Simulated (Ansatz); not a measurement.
# A sublattice moved along a line in AlGa₃N₄

Theory: DFT r2SCAN, scalar-relativistic, plane waves, PAW (Ansatz 0.2.0). Cutoff 500 eV, Γ-centred 6×6×6 k-points, Gaussian smearing of 0.05 eV. No spin polarisation. Energies are free energies at this smearing, counted from the undisturbed cell; pressure is positive in compression.

The undisturbed cell (relaxed at this level; it needn't be the usual structure):

```
CELL_PARAMETERS angstrom
4.46534 0.00000 0.00000
0.00000 4.46534 0.00000
0.00000 0.00000 4.46534
ATOMIC_POSITIONS crystal
Al 0.00000 0.00000 0.00000
Ga 0.50000 0.50000 0.00000
Ga 0.50000 0.00000 0.50000
Ga 0.00000 0.50000 0.50000
N 0.75535 0.75535 0.24465
N 0.75535 0.24465 0.75535
N 0.24465 0.75535 0.75535
N 0.24465 0.24465 0.24465
```

Every Ga atom is moved by x along the Cartesian unit vector (0.707, -0.707, 0.000); the cell and all other atoms stay fixed.

```
  x (Å)  ΔE (meV/cell) force along x on the moved atoms (eV/Å) gap on the mesh (eV)
-0.1000          220.9                                     4.45                  2.61
-0.0500           54.9                                     2.20                  2.72
 0.0000            0.0                                     0.00                  2.82
 0.0125            3.4                                    -0.55                  2.79
 0.0250           13.7                                    -1.10                  2.77
 0.0375           30.9                                    -1.65                  2.75
 0.0625           85.9                                    -2.76                  2.70
 0.0750          123.8                                    -3.32                  2.67
 0.0875          168.8                                    -3.88                  2.64
```

By symmetry 0.1000 repeats -0.1000, -0.0750 repeats 0.0750, 0.0500 repeats -0.0500, -0.0250 repeats 0.0250 in energy, with the opposite slope along the path.